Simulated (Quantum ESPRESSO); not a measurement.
**Cu: phonons at X under several settings**

```
Cu
1.0
     0.00000    1.80750    1.80750
     1.80750    0.00000    1.80750
     1.80750    1.80750    0.00000
Cu
1
Cartesian
  0.0000 0.0000 0.0000
```

All runs used Quantum ESPRESSO 7.5; k mesh 9 × 9 × 9; given cell, atoms relaxed; no spin polarisation; occupations cold, width 0.2 eV.

| level | potentials | cutoff (eV) | pressure (GPa) | frequencies (cm⁻¹) |
| --- | --- | --- | --- | --- |
| PBE | SSSP 1.3 efficiency PBE | 748 | 1.4 | 174 174 248 |
| PBE | GBRV 1.5 PBE | 762 | 1.8 | 196 196 317 |
| PBE | JTH 2.0 PBE | 735 | ? | ? |
| PBE | SG15 PBE 1.2 | 1197 | 2.1 | 210 210 329 |
| PBE | Ansatz NC SR PBE | 1252 | 1.8 | 201 201 316 |

**Question.** What stands in the row left open?

**Answer.** Pressure 4.9 GPa; frequencies 201 201 314 cm⁻¹.

Caveats: the mesh is thin for the phonons of a metal; the q point doesn't lie on the k mesh, which can shift a metal's frequencies strongly unless the mesh is converged; the cell is more than 3 GPa from zero pressure, which shifts response properties (some runs).

For the row left open. Caveat: the k mesh is coarse; the mesh is thin for the phonons of a metal; the cell is more than 3 GPa from zero pressure, which shifts response properties; the q point doesn't lie on the k mesh, which can shift a metal's frequencies strongly unless the mesh is converged.

The runs don't all hold the same shells in valence.
